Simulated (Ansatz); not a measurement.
TiSe:

```
Se Ti
1.0
     3.55900    0.00000    0.00000
    -1.77950    3.08218    0.00000
     0.00000    0.00000    6.22000
Se Ti
2 2
Cartesian
  1.7795 1.0274 4.6650
  0.0000 2.0548 1.5550
  0.0000 0.0000 3.1100
  0.0000 0.0000 0.0000
```

- Program: Ansatz 0.2.0
- Task: relaxation of cell and atoms
- Functional: BLYP
- Dispersion: D4
- Potentials or basis: Ansatz PAW
- Cutoff: 420 eV (not typed: the program's choice for these potentials)
- k mesh: 9 × 9 × 5
- Occupations: fermi-dirac, width 0.05 eV
- Spin: no spin polarisation

At the start: volume 17.06 Å³/atom.

**Question.** Where does the relaxation end?

**Answer.** It ends after 8 steps and the volume is 17.35 Å³/atom (+1.7 %); space group P6_3/mmc (No. 194, to 0.05 Å).

Step by step:
```
step  energy change (eV)  largest force (eV/Å)  volume (Å³)
   1              0.0000                0.0000        68.23
   2             -0.1285                0.0000        70.51
   3             -0.1519                0.0000        69.16
   4             -0.1633                0.0000        69.54
   5             -0.1637                0.0000        69.38
   6             -0.1654                0.0000        69.38
   7             -0.1654                0.0000        69.39
   8             -0.1654                0.0000        69.39
```

Final structure:
```yaml
crystal:
  lattice:
    - [3.45209, 0.00000, 0.00000]
    - [-1.72605, 2.98960, 0.00000]
    - [0.00000, 0.00000, 6.72369]
  atoms:
    - { symbol: Se, position: [0.66667, 0.33333, 0.75000] }
    - { symbol: Se, position: [0.33333, 0.66667, 0.25000] }
    - { symbol: Ti, position: [0.00000, 0.00000, 0.50000] }
    - { symbol: Ti, position: [0.00000, 0.00000, 0.00000] }
```

Caveat: the plane-wave basis is chosen anew once the cell has moved, so the energies of steps on either side of that aren't comparable; pairwise dispersion overbinds metals, which lowers pressure and volume; the PAW data sets come from PBE, with cores solved anew for the run's functional, which leaves a small shift of forces and pressure.
